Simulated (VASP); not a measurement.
Wanted: the native input for a VASP 6.6.1 run.

* Task: electron localisation function
* Functional: PBEsol
* Potentials or basis: VASP PAW PBE potentials, release 64 (N, B)
* Cutoff: 520 eV
* k mesh: 12 × 12 × 4
* Occupations: gaussian, width 0.02 eV
* Spin: no spin polarisation
* Further INCAR settings: ALGO = Fast; EDIFF = 1e-07

The structure of BN lies in POSCAR:

```
BN
1.0
    2.4982400000      0.0000000000      0.0000000000
   -1.2491200000      2.1635393048      0.0000000000
    0.0000000000      0.0000000000      6.6357000000
N B
2 2
Direct
    0.6666666667      0.3333333333      0.2500000000
    0.3333333333      0.6666666667      0.7500000000
    0.6666666667      0.3333333333      0.7500000000
    0.3333333333      0.6666666667      0.2500000000
```

The input as run:

INCAR

```
PREC = Accurate
ENCUT = 520
EDIFF = 1E-7
ISMEAR = 0
SIGMA = 0.02
LREAL = F
LASPH = T
NELM = 100
ALGO = Fast
ISIF = 2
LWAVE = F
LCHARG = T
GGA = PS
LELF = T
```

KPOINTS

```
regular mesh
0
Gamma
  12 12 4
```

Potentials or basis: VASP PAW PBE potentials, release 64 (N, B).

Launch:

```sh
$ cat potpaw_PBE.64/N/POTCAR potpaw_PBE.64/B/POTCAR > POTCAR
$ mpirun -np 1 vasp_std > vasp.out
```

It gave:

The pressure is 2.5 GPa and the band gap on the k mesh is 4.18 eV, indirect (least direct gap 4.60 eV).

Caveat: the PAW data sets were made with another functional, which shifts forces and pressure a little; this functional lacks dispersion, which binds the layers, so the pressure and a relaxed spacing across them are unreliable.

Wall time 41 s on 1 thread of AMD EPYC 7R13 Processor (Zen 3), on a shared host, peak memory 0.12 GiB.
